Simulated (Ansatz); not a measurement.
LiBr (Fm-3m): the band gap by level of theory

All numbers come from Ansatz. (Simulation; no magnetic order is allowed.)

LiBr (started from an entry of an open crystallographic database), relaxed with r2SCAN. It is cubic, Fm-3m (No. 225); conventional cell a = 5.479 Å, 20.56 Å³ an atom. Li has 6 Br at 2.74 Å; Br has 6 Li at 2.74 Å.

```cif
data_structure
_symmetry_space_group_name_H-M 'P 1'
_symmetry_Int_Tables_number 1
_cell_length_a 3.8743
_cell_length_b 3.8743
_cell_length_c 3.8743
_cell_angle_alpha 60.000
_cell_angle_beta 60.000
_cell_angle_gamma 60.000
_cell_volume 41.12
loop_
_atom_site_label
_atom_site_type_symbol
_atom_site_fract_x
_atom_site_fract_y
_atom_site_fract_z
_atom_site_occupancy
Li1 Li 0.00000 0.00000 0.00000 1
Br1 Br 0.50000 0.50000 0.50000 1
```

Gaps on the r2SCAN cell, each the least over its mesh and the special points:
```
                                    level  k mesh  gap (eV)      kind           edges  least direct gap (eV)        rough cost
                                      LDA   8×8×8      4.69  indirect  K–Γ (0.78) → Γ                   4.70  1.1 core-seconds
                                      PBE   8×8×8      4.99  indirect  K–Γ (0.80) → Γ                   4.99  1.4 core-seconds
                                  PBE+SOC   8×8×8      4.81    direct               Γ                   4.81    5 core-seconds
                                   r2SCAN   8×8×8      5.88  indirect  K–Γ (0.78) → Γ                   5.88  2.7 core-seconds
                                    HSE06   6×6×6      6.21  indirect  K–Γ (0.78) → Γ                   6.21   50 core-seconds
                                HSE06+SOC   4×4×4      6.03    direct               Γ                   6.03   70 core-seconds
                                 DDH-PBE0   6×6×6      7.21  indirect  K–Γ (0.78) → Γ                   7.22   60 core-seconds
                                     PBE0   6×6×6      6.90  indirect  K–Γ (0.78) → Γ                   6.90   50 core-seconds
                                  r2SCAN0   6×6×6      7.43  indirect  K–Γ (0.78) → Γ                   7.44   60 core-seconds
                             Hartree-Fock   6×6×6     13.20  indirect  K–Γ (0.78) → Γ                  13.20   60 core-seconds
G0W0@PBE (122 empty bands, 120 eV, 4×4×4)   4×4×4      7.14         –        Γ (mesh)                      –   11 core-seconds
G0W0@PBE (304 empty bands, 220 eV, 4×4×4)   4×4×4      7.28         –        Γ (mesh)                      –   80 core-seconds
```
PBE: smearing of 0.02 eV; the others have fixed occupations.
Wave cutoffs: 420 eV, 500 eV (r2SCAN, r2SCAN0).
Points off the special ones are mesh points or PBE's searched band edges, reused at the other levels.
The G0W0 gap is PBE's gap over the path plus the quasiparticle shift read on the mesh. G0W0 here is at a finite number of bands, screening cutoff and k mesh, not at the basis limit.
Costs come from shared machines and give only the order; PBE's includes the band path.

The HSE06 gap is indirect, 6.209 eV (K–Γ (0.78 of the way from K) to Γ), below the direct gap of 6.213 eV at Γ. Least and direct gap differ so little that the kind isn't settled. Spin-orbit coupling changes the PBE gap by -0.17 eV, to 4.81 eV; at Γ the threefold valence level splits into a fourfold and a twofold level 0.55 eV apart, the fourfold one on top.

r2SCAN covers 73 % of the step from PBE to HSE06, while HSE06 needs about 20 times r2SCAN's cost (on a coarser mesh). Direct and least gap lie within 0.04 eV at some levels, so the kind of gap isn't settled.

r2SCAN (ground state on 6×6×6): The electronic dielectric tensor ε∞ is 3.22 in all directions. Born charges, averaged over directions: Li +1.22, Br -1.22 e. PBE (ground state on 6×6×6): ε∞: 3.44 in all directions. Born charges, averaged over directions: Li +1.24, Br -1.24 e.

On the PBEsol cell (a = 5.412 Å), with PBEsol: The optical mode at Γ lies at 179 cm⁻¹ without the longitudinal term. With the long-range field the highest mode reaches 337 cm⁻¹. The clamped-ion dielectric constant comes out as 3.56 in all directions. With the ions relaxed, ε⁰ is 12.7 in all directions. Born charges, averaged over directions: Li +1.22, Br -1.22 e.

Only the levels marked +SOC include spin-orbit coupling.

The meshes of the hybrids are coarse, so their gaps aren't converged to the digits shown.
